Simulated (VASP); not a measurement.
Wanted: the native input for a VASP 6.6.1 run.

```
Task                   : single point
Functional             : PBE
Potentials or basis    : VASP PAW PBE potentials, release 64 (As, Ga_d)
Cutoff                 : 520 eV
k mesh                 : 8 × 8 × 8
Occupations            : gaussian, width 0.012 eV
Spin                   : no spin polarisation
Further INCAR settings : ALGO = Fast; EDIFF = 1e-06
```

The structure of GaAs lies in POSCAR:

```
GaAs
1.0
    0.0000000000      2.8268500000      2.8268500000
    2.8268500000      0.0000000000      2.8268500000
    2.8268500000      2.8268500000      0.0000000000
As Ga
1 1
Direct
    0.7500000000      0.7500000000      0.7500000000
    0.0000000000      0.0000000000      0.0000000000
```

The input as run:

INCAR

```
PREC     = Accurate       # precision mode
ENCUT    = 520            # plane-wave cutoff, eV
EDIFF    = 1E-6           # SCF threshold, eV
ISMEAR   = 0              # smearing method
SIGMA    = 0.012          # smearing width, eV
LREAL    = False          # projectors in reciprocal space
LASPH    = True           # aspherical terms in the spheres
NELM     = 100            # most SCF steps
ALGO     = Fast           # electronic algorithm
ISIF     = 2              # what is computed and relaxed
LWAVE    = False          # write WAVECAR
LCHARG   = True           # write CHGCAR
GGA      = PE             # functional
LELF     = True           # ELF
LVHAR    = True
```

KPOINTS

```
regular mesh
0
Gamma
  8 8 8
```

Potentials or basis: VASP PAW PBE potentials, release 64 (As, Ga_d).

Launch:

```sh
$ cat potpaw_PBE.64/As/POTCAR potpaw_PBE.64/Ga_d/POTCAR > POTCAR
$ mpirun -np 1 vasp_std > vasp.out
```

It gave:

The pressure is 3.5 GPa and the band gap on the k mesh is 0.52 eV, direct.

Wall time 10 s on 1 thread of Intel(R) Xeon(R) 6975P-C (Granite Rapids), on a shared host, peak memory 0.17 GiB.
